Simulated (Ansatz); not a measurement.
# interstitial H in ZrSiO4: hop to the nearest equivalent void, part 1 of 2

Aim: the minimum-energy path and barrier of the hop to the nearest equivalent void. The ends are relaxed first, then joined by a nudged elastic band. The host cell (I4_1/amd) has 24 atoms; the extra atom is the last.

All numbers below are computed with Ansatz 0.2.0 (DFT PBE+D3(BJ), plane waves, PAW, scalar-relativistic, collinear spin).

### Step 1. The system as given

The cell holds 25 atoms (HO16Si4Zr4): a = 6.600 Å, b = 6.600 Å, c = 5.880 Å, α = 90.00°, β = 90.00°, γ = 90.00°.

As a file:

```xyz
25
Lattice="6.6000 0.0000 0.0000 0.0000 6.6000 0.0000 0.0000 0.0000 5.8800" Properties=species:S:1:pos:R:3 pbc="T T T"
Zr    0.0000    0.0000    0.0000
Zr    0.0000    3.3000    1.4700
Si    0.0000    0.0000    2.9400
Si    3.3000    0.0000    1.4700
O     0.0000    1.3200    1.9992
O     1.9800    0.0000    0.5292
O     3.3000    1.9800    4.9392
O     4.6200    0.0000    0.5292
O     3.3000    5.2800    2.4108
O     1.9800    3.3000    0.9408
O     3.3000    1.3200    2.4108
O     1.3200    0.0000    3.8808
Zr    3.3000    3.3000    2.9400
Zr    3.3000    0.0000    4.4100
Si    3.3000    3.3000    0.0000
Si    0.0000    3.3000    4.4100
O     3.3000    4.6200    4.9392
O     5.2800    3.3000    3.4692
O     0.0000    5.2800    1.9992
O     1.3200    3.3000    3.4692
O     0.0000    1.9800    5.3508
O     5.2800    0.0000    3.8808
O     0.0000    4.6200    5.3508
O     4.6200    3.3000    0.9408
H     2.7062    4.9683    0.7155
```

### Step 2. End point A

input.yaml

```yaml
crystal:
  lattice:
    - [6.6, 0.0, 0.0]
    - [0.0, 6.6, 0.0]
    - [0.0, 0.0, 5.88]
  atoms:
    - { symbol: Zr, position: [0.0, 0.0, 0.0] }
    - { symbol: Zr, position: [0.0, 0.5, 0.25] }
    - { symbol: Si, position: [0.0, 0.0, 0.5] }
    - { symbol: Si, position: [0.5, 0.0, 0.25] }
    - { symbol: O, position: [0.0, 0.2, 0.34] }
    - { symbol: O, position: [0.3, 0.0, 0.09] }
    - { symbol: O, position: [0.5, 0.3, 0.84] }
    - { symbol: O, position: [0.7, 0.0, 0.09] }
    - { symbol: O, position: [0.5, 0.8, 0.41] }
    - { symbol: O, position: [0.3, 0.5, 0.16] }
    - { symbol: O, position: [0.5, 0.2, 0.41] }
    - { symbol: O, position: [0.2, 0.0, 0.66] }
    - { symbol: Zr, position: [0.5, 0.5, 0.5] }
    - { symbol: Zr, position: [0.5, 0.0, 0.75] }
    - { symbol: Si, position: [0.5, 0.5, 0.0] }
    - { symbol: Si, position: [0.0, 0.5, 0.75] }
    - { symbol: O, position: [0.5, 0.7, 0.84] }
    - { symbol: O, position: [0.8, 0.5, 0.59] }
    - { symbol: O, position: [0.0, 0.8, 0.34] }
    - { symbol: O, position: [0.2, 0.5, 0.59] }
    - { symbol: O, position: [0.0, 0.3, 0.91] }
    - { symbol: O, position: [0.8, 0.0, 0.66] }
    - { symbol: O, position: [0.0, 0.7, 0.91] }
    - { symbol: O, position: [0.7, 0.5, 0.16] }
    - { symbol: H, position: [0.4100339, 0.7527773, 0.1216759], spin: 1.0 }
magnetization:
  spin_polarized: true
basis:
  ecutwfc: 420.0
kpoints:
  mp_grid: { grid: [2, 2, 2] }
hamiltonian:
  xc: pbe
  dispersion: d3bj
  pseudopotentials: { kind: paw, azcp: { folder: soft_1 } }
scf:
  occupations: { method: gaussian, width: 0.02 }
  lower_state_search: "off"
relax:
  f_tol: 0.03
  max_steps: 60
  adjacent_minimum: "off"
```

Started as:

```bash
$ ansatz run input.yaml --threads 4 --pin off --max-ram 10240MiB --backend cpu --events-out ev --progress --plain --runs-dir out
```

Standard output (excerpt; [...] marks lines left out):

```text
Warning: RAYON_NUM_THREADS=4 ignored (pool sized by the plan → 4); use --threads N
[...]
Pseudopotentials: kind: paw
Pseudopotential: Zr, paw, valence charge 12, recommended cutoff 420 eV (normal), <dir>
Pseudopotential: Si, paw, valence charge 4, recommended cutoff 420 eV (normal), <dir>
Pseudopotential: O, paw, valence charge 6, recommended cutoff 420 eV (normal), <dir>
Pseudopotential: H, paw, valence charge 1, recommended cutoff 420 eV (normal), <dir>
Functional definition: PBE
[...]
Crystal: 25 atoms, lattice volume = 256.133 Å³
Basis set: ecut = 420 eV, 5035 PW (Γ), exchange–correlation on 90×90×80 points (8 copies of the dense FFT grid, shifted against one another)
Bands: 106, of which v1, the nominal top of the filled ones, is band 81 counted from 1 (80 counted from 0)
Symmetry: 1 space group operations
Space group: P1 (ITA 1), of the structure as read, at distance tolerance 6.4e-5 Å
Magnetic group: BNS 1.1 (UNI 1), of the structure as read, at distance tolerance 6.4e-5 Å
k-points: 8
[...]
Starting moments: Σ|m| = 1 μB on 1 of 25 sites
[...]
SCF iter   1: F=—  HF=-28414.195225 eV  |F-HF|=—  |Δ(HF+E_count)|=         —  Δρ=4.61e-2 (↑4.61e-2 ↓4.41e-2)  dr2=2.29e1  dr2_m=3.22e-2  M=1.000 μB ∫|m|=1.009 μB  β_m=0.30  ethr=3.10e-3  ⟨swp⟩=6.0  Hψ=6815  notcnv=0  defer=39
[...]
spin=Collinear: Resta preconditioning applied to the charge; magnetization (m = ρ↑ − ρ↓) channel mixes plain (no charge-response kernel on spin).
[...]
spin-set hold released at iteration 8 (site moments contracting): the magnetisation degrees of freedom join the quasi-Newton model from the next iteration; the mixer history was flushed
[...]
relax step   1: F+E_penalty+E_count = -28408.55012511 eV  Δ(F+E_penalty+E_count) = +0.000e0 eV  max|allowed force component| = 2.083e0 eV/Å  Δτ_max = 0.0000 Å  (12 SCF iters, dr2 threshold 2.25e-5 eV, accepted)
[...]
relax step   2: F+E_penalty+E_count = -28409.53356231 eV  Δ(F+E_penalty+E_count) = -9.834e-1 eV  max|allowed force component| = 1.106e0 eV/Å  Δτ_max = 0.1094 Å  (5 SCF iters, dr2 threshold 1.00e-4 eV, accepted)
[...]
```

### Step 3. More of the same log: end point A relaxed

The log, continued:

```text
spin=Collinear: Resta preconditioning applied to the charge; magnetization (m = ρ↑ − ρ↓) channel mixes plain (no charge-response kernel on spin).
relax step   3: F+E_penalty+E_count = -28410.23014661 eV  Δ(F+E_penalty+E_count) = -6.966e-1 eV  max|allowed force component| = 1.411e0 eV/Å  Δτ_max = 0.1952 Å  (6 SCF iters, dr2 threshold 7.64e-5 eV, accepted)
preconditioner: auto → Resta (q_TF=auto, 2.525 Å⁻¹)  ε∞=4.0  [insulator: Δε(μ)=1.078 eV  Ē_g=16.584 eV  σ=0.020 eV  W_gap=1.00  n_scr=72 (ndim 8)  ℏωp=28.7 eV  f_vac=0.006  D(μ)=0.00/eV (n_scr^D=0)  ε∞_Penn≈4.0]
spin=Collinear: Resta preconditioning applied to the charge; magnetization (m = ρ↑ − ρ↓) channel mixes plain (no charge-response kernel on spin).
relax step   4: F+E_penalty+E_count = -28410.64144727 eV  Δ(F+E_penalty+E_count) = -4.113e-1 eV  max|allowed force component| = 3.141e-1 eV/Å  Δτ_max = 0.2000 Å  (6 SCF iters, dr2 threshold 1.00e-4 eV, accepted)
preconditioner: auto → Resta (q_TF=auto, 2.525 Å⁻¹)  ε∞=4.0  [insulator: Δε(μ)=1.090 eV  Ē_g=16.561 eV  σ=0.020 eV  W_gap=1.00  n_scr=72 (ndim 8)  ℏωp=28.7 eV  f_vac=0.007  D(μ)=0.00/eV (n_scr^D=0)  ε∞_Penn≈4.0]
spin=Collinear: Resta preconditioning applied to the charge; magnetization (m = ρ↑ − ρ↓) channel mixes plain (no charge-response kernel on spin).
relax step   5: F+E_penalty+E_count = -28410.64934145 eV  Δ(F+E_penalty+E_count) = -7.894e-3 eV  max|allowed force component| = 2.517e-1 eV/Å  Δτ_max = 0.0514 Å  (6 SCF iters, dr2 threshold 6.17e-6 eV, accepted)
preconditioner: auto → Resta (q_TF=auto, 2.525 Å⁻¹)  ε∞=4.0  [insulator: Δε(μ)=1.296 eV  Ē_g=16.554 eV  σ=0.020 eV  W_gap=1.00  n_scr=72 (ndim 8)  ℏωp=28.7 eV  f_vac=0.007  D(μ)=0.00/eV (n_scr^D=0)  ε∞_Penn≈4.0]
spin=Collinear: Resta preconditioning applied to the charge; magnetization (m = ρ↑ − ρ↓) channel mixes plain (no charge-response kernel on spin).
relax step   6: F+E_penalty+E_count = -28410.65955498 eV  Δ(F+E_penalty+E_count) = -1.021e-2 eV  max|allowed force component| = 9.667e-2 eV/Å  Δτ_max = 0.1994 Å  (7 SCF iters, dr2 threshold 3.96e-6 eV, accepted)
preconditioner: auto → Resta (q_TF=auto, 2.525 Å⁻¹)  ε∞=4.0  [insulator: Δε(μ)=1.292 eV  Ē_g=16.550 eV  σ=0.020 eV  W_gap=1.00  n_scr=72 (ndim 8)  ℏωp=28.7 eV  f_vac=0.007  D(μ)=0.00/eV (n_scr^D=0)  ε∞_Penn≈4.0]
spin=Collinear: Resta preconditioning applied to the charge; magnetization (m = ρ↑ − ρ↓) channel mixes plain (no charge-response kernel on spin).
relax step   7: F+E_penalty+E_count = -28410.66405113 eV  Δ(F+E_penalty+E_count) = -4.496e-3 eV  max|allowed force component| = 2.021e-2 eV/Å  Δτ_max = 0.0322 Å  (6 SCF iters, dr2 threshold 1.38e-6 eV, accepted)
preconditioner: auto → Resta (q_TF=auto, 2.525 Å⁻¹)  ε∞=4.0  [insulator: Δε(μ)=1.277 eV  Ē_g=16.549 eV  σ=0.020 eV  W_gap=1.00  n_scr=72 (ndim 8)  ℏωp=28.7 eV  f_vac=0.007  D(μ)=0.00/eV (n_scr^D=0)  ε∞_Penn≈4.0]
spin=Collinear: Resta preconditioning applied to the charge; magnetization (m = ρ↑ − ρ↓) channel mixes plain (no charge-response kernel on spin).
relax step   8: F+E_penalty+E_count = -28410.66405126 eV  Δ(F+E_penalty+E_count) = -1.316e-7 eV  max|allowed force component| = 2.013e-2 eV/Å  Δτ_max = 0.0000 Å  (3 SCF iters, accepted)
Magnetization: 1.0000 μB (81.0000 up, 80.0000 down)
Absolute magnetization: 1.0555 μB (∫|ρ↑−ρ↓|, with the PAW one-centre terms)
Spin contamination: 0.0029 ħ² per cell (⟨S²⟩ above its minimum at these occupations)
Per-site moments (μB) at R_I (Å): [(0.001965629076118283, 0.8708643528214803), (0.001963597214323559, 0.8708659002993402), (0.0001231464809565667, 0.6674715688094978), (-0.0007823178024587632, 0.6684641979168958), (0.001146929948462997, 0.6674970212885221), (0.09443646153419331, 0.6746638939765124), (0.001762688389297421, 0.6705575209058754), (0.004518688547775606, 0.6684641979168958), (0.046078504127801255, 0.6715959024834238), (0.09447262878803822, 0.6746649890383681), (0.0017623114469895217, 0.6705591631794245), (0.00031056290610550856, 0.6677981948231692), (0.006078511902948006, 0.8716275197357976), (0.006084589874350742, 0.8716311794768389), (-0.0007825027889770047, 0.6684615425340655), (0.00012306944261706419, 0.6674701607276028), (0.0460487202907433, 0.6715907964453557), (0.0006135275611831784, 0.6674701607276028), (0.0017584949716951948, 0.6685794967292156), (0.0003101181536393562, 0.667798403946155), (0.0011469797413794646, 0.6674961981686688), (0.0006140926778507367, 0.6674715688094978), (0.0017564542248407024, 0.6685785065336193), (0.0045194913906122635, 0.6684615425340655), (0.49277210201614785, 0.7995528552158431)]
Free energy (F): -28410.664051 eV
Harris-Foulkes:  -28410.664051 eV  (|F-HF|=2.43e-8)
Internal energy: -28410.664051 eV  (E = F + TS)
E sigma→0 (E₀):  -28410.664051 eV
Fermi energy:    11.480518 eV
--- Per-component energies (eV) ---
  E_band       = -474.040071
  E_kinetic    = 4210.250174
  E_local      = -8316.054640  (includes V_loc(G=0)·N_el)
  E_nonlocal   = 1214.783353
  E_hartree    = 2964.326809
  E_xc         = -2020.567220
  E_vxc        = -2424.155480  (∫ρ·V_xc dr)
  E_paw        = -16513.539168  (= ΣΔE_a)
  E_vpaw       = -1087.528218  (= ΣTr[D̂ρ^β])
  E_aug_tail   = 0.011817  (compensation charges beyond the density's cutoff)
  E_ewald      = -9944.305701
[...]
  E_disp       = -5.569476  (pairwise vdW)
  E_smearing   = -0.000000  (= −TS)
  E_closure    = 0.000000  (closes the sum)
  Σ components = -28410.664051   (vs F -28410.664051, Δ=0.00e0)
--- Forces (eV/Å), atoms counted from 1 ---
  atom   1  Zr     0.00564695    -0.00158566     0.00130743
  atom   2  Zr     0.00567341     0.00150951    -0.00098140
  atom   3  Si     0.00402883    -0.00323402     0.00377812
  atom   4  Si    -0.00733194    -0.00044045    -0.00131708
  atom   5  O      0.00076181    -0.00227028     0.00019475
  atom   6  O     -0.00682439    -0.00157975     0.00437699
  atom   7  O     -0.00144846    -0.00274976     0.00450053
  atom   8  O      0.00388839    -0.00727648    -0.00056859
  atom   9  O     -0.00348508    -0.00116289    -0.01103814
  atom  10  O     -0.00675577     0.00172484    -0.00434540
  atom  11  O     -0.00134220     0.00277998    -0.00470959
  atom  12  O     -0.00438426     0.00160012    -0.00126191
  atom  13  Zr    -0.00304426    -0.00127142    -0.00924395
  atom  14  Zr    -0.00303793     0.00126216     0.00924384
  atom  15  Si    -0.00764314     0.00031246     0.00147105
  atom  16  Si     0.00406533     0.00341083    -0.00392681
  atom  17  O     -0.00343948     0.00105982     0.01095521
  atom  18  O      0.00358406     0.00238731     0.00518210
  atom  19  O     -0.00152165     0.00280307    -0.00010103
  atom  20  O     -0.00434292    -0.00162236     0.00132593
  atom  21  O      0.00062687     0.00218493    -0.00033295
  atom  22  O      0.00370840    -0.00247297    -0.00521970
  atom  23  O     -0.00156662    -0.00295796     0.00031640
  atom  24  O      0.00407546     0.00750892     0.00059702
  atom  25  H      0.02012589     0.00007898    -0.00020261
  max |Σ_I F_I| component: 1.73e-5 eV/Å
--- Relaxed structure (8 steps of the walk, 8 accepted, 0 SCFs on fresh bases) ---
  F+E_penalty+E_count = -28410.66405126 eV   max|allowed force component| = 2.013e-2 eV/Å
  atoms:
    - { symbol: Zr, position: [-0.0003611890426608882, 0.0019445722893155451, -0.00040446261988681415] }
    - { symbol: Zr, position: [-0.000359878686399202, 0.49828429416356895, 0.2501317789710601] }
    - { symbol: Si, position: [0.0023374992967309612, -0.0009328708652332569, 0.500099035373225] }
    - { symbol: Si, position: [0.5000467810774045, -0.0006564820056459956, 0.2497503537132533] }
    - { symbol: O, position: [-0.012061177038666252, 0.1849974799558756, 0.3214397816422934] }
    - { symbol: O, position: [0.3141434308840536, 0.03630675749058085, 0.07056701906298318] }
    - { symbol: O, position: [0.5160553239207447, 0.3170374257033935, 0.8168748347723507] }
    - { symbol: O, position: [0.685321167392285, -0.009704807214711125, 0.06918569844525692] }
    - { symbol: O, position: [0.4967172882207638, 0.8171831320529338, 0.436425703026976] }
    - { symbol: O, position: [0.31414381927465423, 0.46390290504805926, 0.17916189193513832] }
    - { symbol: O, position: [0.516045967102224, 0.18318220067829188, 0.4328588933852592] }
    - { symbol: O, position: [0.18791394261090505, 0.007896459088222474, 0.6798658907757403] }
    - { symbol: Zr, position: [0.50326545395189, 0.4973603213317038, 0.500479268293259] }
    - { symbol: Zr, position: [0.5032628202353018, 0.002858144406049155, 0.7492560918891286] }
    - { symbol: Si, position: [0.5000493037644831, 0.5008750351178967, -1.7042733657475744e-5] }
    - { symbol: Si, position: [0.002341363730301187, 0.5011606345539573, 0.7496305893353757] }
    - { symbol: O, position: [0.49670871891513296, 0.6830386451196496, 0.8133149440086461] }
    - { symbol: O, position: [0.8181674708241028, 0.5111265832186712, 0.5683349045863857] }
    - { symbol: O, position: [0.01402086574108587, 0.8147436134121103, 0.31842969740093724] }
    - { symbol: O, position: [0.18791557306325005, 0.49233147499349095, 0.5698606858494047] }
    - { symbol: O, position: [-0.012053931547190777, 0.3152318908476787, 0.9282917707715176] }
    - { symbol: O, position: [0.8181652985408259, -0.010895496624975153, 0.6813979971424923] }
    - { symbol: O, position: [0.014025163586961846, 0.6854858771266581, 0.931297065300625] }
    - { symbol: O, position: [0.6853214331797186, 0.5099188040281487, 0.18054914674254696] }
    - { symbol: H, position: [0.3589013910020973, 0.7501007060843089, 0.12489436292968847] }
```

Run time: 63 s. Hardware: 4 threads of Intel Xeon Platinum 8259CL at 2.50GHz (Skylake/Cascade Lake), shared host; peak memory 1.1 GiB.

Relaxation path:

```csv
step,energy from step 1 (eV/cell),largest force component (eV/Å)
1,0.0000,2.0827
2,-0.9834,1.1057
3,-1.6800,1.4107
4,-2.0913,0.3141
5,-2.0992,0.2517
6,-2.1094,0.0967
7,-2.1139,0.0202
8,-2.1139,0.0201
```

Step 1 is the start. Step 8 solves the same geometry again.

Largest move: H25, 0.34 Å.

### Step 4. End point B

The second end starts from a geometry with the move made by hand.

Changes to input.yaml since step 2:

```diff
@@ -30,3 +30,3 @@
     - { symbol: O, position: [0.7, 0.5, 0.16] }
-    - { symbol: H, position: [0.4100339, 0.7527773, 0.1216759], spin: 1.0 }
+    - { symbol: H, position: [0.57925249, 0.75093516, 0.11489404], spin: 1.0 }
 magnetization:
@@ -48 +48,6 @@
   adjacent_minimum: "off"
+output:
+  write_density: true
+  write_potential: true
+  elf: true
+  volumetric_format: npy
```

Started as:

```bash
$ ansatz run input.yaml --threads 4 --pin off --max-ram 10240MiB --backend cpu --events-out ev --progress --plain --runs-dir out
```

Standard output (excerpt; [...] marks lines left out):

```text
Warning: RAYON_NUM_THREADS=4 ignored (pool sized by the plan → 4); use --threads N
[...]
[... 6 set-up lines as earlier in the session ...]
[...]
Crystal: 25 atoms, lattice volume = 256.133 Å³
Basis set: ecut = 420 eV, 5035 PW (Γ), exchange–correlation on 90×90×80 points (8 copies of the dense FFT grid, shifted against one another)
Bands: 106, of which v1, the nominal top of the filled ones, is band 81 counted from 1 (80 counted from 0)
[... 2 set-up lines as earlier in the session ...]
[...]
spin-set hold released at iteration 8 (site moments contracting): the magnetisation degrees of freedom join the quasi-Newton model from the next iteration; the mixer history was flushed
[...]
relax step   1: F+E_penalty+E_count = -28408.54918639 eV  Δ(F+E_penalty+E_count) = +0.000e0 eV  max|allowed force component| = 2.237e0 eV/Å  Δτ_max = 0.0000 Å  (12 SCF iters, dr2 threshold 2.25e-5 eV, accepted)
[...]
relax step   7: F+E_penalty+E_count = -28410.66279821 eV  Δ(F+E_penalty+E_count) = -2.200e-3 eV  max|allowed force component| = 6.104e-2 eV/Å  Δτ_max = 0.0626 Å  (6 SCF iters, dr2 threshold 4.25e-6 eV, accepted)
[...]
relax step   8: F+E_penalty+E_count = -28410.66424314 eV  Δ(F+E_penalty+E_count) = -1.445e-3 eV  max|allowed force component| = 7.374e-3 eV/Å  Δτ_max = 0.0262 Å  (7 SCF iters, accepted)
NSCF: frozen V_eff on 8 k-points
[...]
Magnetization: 1.0000 μB (81.0000 up, 80.0000 down)
Absolute magnetization: 1.0553 μB (∫|ρ↑−ρ↓|, with the PAW one-centre terms)
Spin contamination: 0.0028 ħ² per cell (⟨S²⟩ above its minimum at these occupations)
```

### Step 5. The log goes on: end point B relaxed

Output, continued (excerpt; [...] marks lines left out):

```text
[...]
Free energy (F): -28410.664243 eV
[...]
E sigma→0 (E₀):  -28410.664243 eV
Fermi energy:    11.454456 eV
[...]
--- Forces (eV/Å), atoms counted from 1 ---
[...]
  atom   1  Zr     0.00093755     0.00092534     0.00130787
  atom   2  Zr     0.00054525    -0.00055180    -0.00138052
  atom   3  Si     0.00016199    -0.00558066    -0.00586223
  atom   4  Si     0.00045548     0.00274358     0.00737423
  atom   5  O      0.00076242    -0.00029900    -0.00074912
  atom   6  O     -0.00575275    -0.00008914    -0.00547667
  atom   7  O     -0.00340350    -0.00337456     0.00418827
  atom   8  O     -0.00105290     0.00086289    -0.00054834
[...]
--- Band table (eV; the first three rows and the last of 16) ---
[...]
--- Relaxed structure (8 steps of the walk, 8 accepted, 0 SCFs on fresh bases) ---
  F+E_penalty+E_count = -28410.66424314 eV   max|allowed force component| = 7.374e-3 eV/Å
[...]
    - { symbol: Si, position: [0.4996712780629953, 0.5008611536737173, -0.0002637382363537314] }
    - { symbol: Si, position: [-0.002715593869717734, 0.5010771213261066, 0.7493356483494046] }
    - { symbol: O, position: [0.5029521814882637, 0.6829514471889435, 0.8129770570874729] }
    - { symbol: O, position: [0.8117920043671868, 0.4924236130079734, 0.5695005655939479] }
    - { symbol: O, position: [-0.01444834839734802, 0.8147064593787975, 0.3181190323727834] }
    - { symbol: O, position: [0.18155615406506426, 0.5109845547854838, 0.5681706643098426] }
    - { symbol: O, position: [0.011579009168628992, 0.3151309934955024, 0.9279724536781259] }
    - { symbol: O, position: [0.8118041235241212, 0.00764102543464924, 0.6796878898978332] }
    - { symbol: O, position: [-0.014448979626192496, 0.6853700922816155, 0.9310686527326361] }
    - { symbol: O, position: [0.6857350359003953, 0.46430855982971353, 0.17876220208258725] }
    - { symbol: H, position: [0.6371699918588919, 0.7500577725386126, 0.12461711503396085] }
```

Wall time 88 s (4 threads of Intel Xeon Platinum 8259CL at 2.50GHz (Skylake/Cascade Lake), shared host); peak memory 1.1 GiB.

The steps of the relaxation:

```csv
step,energy from step 1 (eV/cell),largest force component (eV/Å)
1,0.0000,2.2373
2,-0.9840,1.1985
3,-1.7007,1.4320
4,-2.0820,0.2456
5,-2.0982,0.1053
6,-2.1114,0.1521
7,-2.1136,0.0610
8,-2.1151,0.0074
```

Step 1 is the start.

Largest move: H25, 0.39 Å.

(Continued in part 2 of 2.)
